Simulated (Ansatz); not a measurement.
Data:

ZnTe:
```
ZnTe
1.0
    0.00000     3.03292     3.03292
    3.03292     0.00000     3.03292
    3.03292     3.03292     0.00000
Te Zn
1 1
Cartesian
  4.54937   4.54937   4.54937
  0.00000   0.00000   0.00000
```

This is the PBEsol-relaxed structure. Cartesian axes are those of the cell as given.

All from PBEsol (plane waves, PAW; program Ansatz), unless another level is named. Give the bulk modulus (Birch–Murnaghan fit).

50.3 GPa.

What about the piezoelectric stress constants (proper, relaxed ions, C/m²)?

e14 = e25 = e36 = 0.08.

Space group F-43m (zinc blende). Symmetry was held in the PBEsol relaxation. Spin–orbit coupling is left out wherever it is not named.

Potentials: the later of the program's two PAW sets.
